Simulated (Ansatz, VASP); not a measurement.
**Tl in VASP and in Ansatz**

Contents of INCAR:

```
PREC = Accurate
ENCUT = 520
EDIFF = 1E-7
ISMEAR = -1
SIGMA = 0.1
LREAL = False
LASPH = True
NELM = 100
ALGO = Normal
ISIF = 2
LWAVE = False
LCHARG = True
GGA = RP
LELF = True
LVHAR = True
NBANDS = 12
```

File KPOINTS:

```
Automatic mesh
0
Gamma
  12 12 12
```

POSCAR

```
Tl
1.0
   -1.9522883067      1.9522883067      1.9522883067
    1.9522883067     -1.9522883067      1.9522883067
    1.9522883067      1.9522883067     -1.9522883067
Tl
1
Direct
    0.0000000000      0.0000000000      0.0000000000
```

Input for Ansatz:

```yaml
crystal:
  lattice:
    - [-1.9522883067, 1.9522883067, 1.9522883067]
    - [1.9522883067, -1.9522883067, 1.9522883067]
    - [1.9522883067, 1.9522883067, -1.9522883067]
  atoms:
    - { symbol: Tl, position: [0.0, 0.0, 0.0] }
hamiltonian:
  xc: rpbe
  pseudopotentials:
    kind: paw
    azcp:
      Tl: "pseudopotentials/Tl.paw.azcp"
basis:
  ecutwfc: 420
  fft_grid_basis: typed
kpoints:
  mp_grid: { grid: [12, 12, 12], shift: [0, 0, 0] }
magnetization:
  spin_polarized: false
scf:
  occupations: { method: fermi_dirac, width: 0.1 }
  lower_state_search: "off"
output:
  stress: true
  write_density: true
  write_potential: true
  elf: true
  volumetric_format: npy
```

Alike in both runs: task single point; functional RPBE; k mesh 12 × 12 × 12; occupations fermi-dirac, width 0.1 eV; no spin polarisation.

|  | VASP | Ansatz |
| --- | --- | --- |
| version | VASP 6.6.1 | Ansatz 0.2.0 |
| potentials or method | VASP PAW PBE potentials, release 64 (Tl_d) | plane waves (420 eV) with PAW, scalar-relativistic |
| plane-wave cutoff (eV) | 520 | 420 |
| valence electrons in the cell | 13 | 13 |

Ansatz gave:

| Item | Value |
| --- | --- |
| pressure (GPa) | 3.5 |

Problem. Which values does VASP return?

Solution. Pressure (GPa): 3.4.

Caveats: the PAW data sets were made with another functional, which shifts forces and pressure a little (VASP). The runs have no spin-orbit coupling, so splittings on Tl are missing.
